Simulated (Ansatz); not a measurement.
**MgO (P-6m2): equation of state with a fit from a Python script**

Where is the equilibrium volume of MgO (P-6m2), and how stiff is it? A script is to give an equation of state with a fit; the system is MgO (P-6m2).

Computed with Ansatz 0.2.0, driven from Python. Level of theory: DFT LDA, plane waves, PAW.

## Step 1: Starting point

It takes space group P-6m2 (No. 187, hexagonal). Conventional cell: a = 2.938 Å, b = 2.938 Å, c = 2.680 Å, α = 90.00°, β = 90.00°, γ = 120.00°. Mg (site symmetry -6m2) is surrounded by 6 O at 2.16 Å. Around O (site symmetry -6m2) lie 6 Mg at 2.16 Å.

The script holds or builds the structure itself.

## Step 2: The script

The input, eos_mgo.py:

```python
'''Energy against volume for MgO, with a fit.'''

import ansatz as az
import numpy as np
from scipy.optimize import curve_fit

VECTORS = np.array([
    [2.93802, 0.0, 0.0],
    [-1.46901, 2.5444, 0.0],
    [0.0, 0.0, 2.67968],
])
SITES = [
    ('Mg', (0.0, 0.0, 0.0)),
    ('O', (1 / 3, 2 / 3, 0.5)),
]


def build(cell):
    crystal = az.Crystal(lattice=az.Lattice.of(cell))
    for symbol, position in SITES:
        crystal = crystal.atom(symbol, position)
    return crystal

def vinet(v, e0, v0, b0, b1):
    eta = (v / v0) ** (1 / 3)
    return e0 + 2 * b0 * v0 / (b1 - 1) ** 2 * (2 - (5 + 3 * b1 * (eta - 1) - 3 * eta) * np.exp(-1.5 * (b1 - 1) * (eta - 1)))

# scale the volume, keep shape and fractions
volumes, energies, pressures = [], [], []
for scale in np.linspace(0.92, 1.08, 7):
    cell = VECTORS * scale ** (1 / 3)
    base = (
        build(cell).calculation()
        .functional('lda')
        .accuracy('medium')
        .occupations('Fixed')
        .scf(tolerance=1e-06, max_iterations=200)
        .basis(500)
        .kpoints(7, 7, 6)
        .stress()
    )
    r = base.run(threads=1, pin='off').report
    volumes.append(abs(np.linalg.det(cell)) / len(SITES))
    energies.append(r['free_energy_ev'] / len(SITES))
    pressures.append(np.trace(r['stress_gpa']) / 3)
    print(f'V = {volumes[-1]:8.4f} A^3/atom  F = {energies[-1]:.5f} eV/atom  P = {pressures[-1]:8.3f} GPa')

guess = (min(energies), volumes[int(np.argmin(energies))], 0.5, 4.5)
(e0, v0, b0, b1), _ = curve_fit(vinet, np.array(volumes), np.array(energies), p0=guess, maxfev=20000)
print(f'Vinet fit: V0 = {v0:.4f} A^3/atom, B0 = {160.21766 * b0:.1f} GPa, B1 = {b1:.2f}')
print('largest residual', round(1000 * float(np.abs(vinet(np.array(volumes), e0, v0, b0, b1) - energies).max()), 3), 'meV/atom')
```

## Step 3: The run

On the command line:

```
$ python eos_mgo.py
```

**Question.** Estimate the equilibrium volume and the bulk modulus.

As calculated:

| quantity | value |
| --- | --- |
| runs compared | 7 |
| range of energy | 86.88 meV/atom |
| lowest point, volume (Å³/atom) | 9.482 |
| equilibrium volume (fit) | 9.37 Å³/atom |
| bulk modulus (fit) | 160 GPa |

A third-order Birch-Murnaghan fit through the 7 points has its minimum at 9.37 Å³ an atom, 6.5 % below the typed cell, with a bulk modulus of 160 GPa and dB/dP = 4.1. From that minimum the energy rises by 1.2 meV an atom on the compressed side and 87.6 meV on the expanded side. The window is off centre, so dB/dP is rough. Caveats:
- Shape and fractional positions are held along the curve, so the bulk modulus is an upper value where they are free to relax.
- Pressure is positive in compression.
- At these settings the cell as given stands under about -9 GPa, so it isn't at this functional's equilibrium volume.
- This cell is a computed structure, which may not be the phase found in nature.
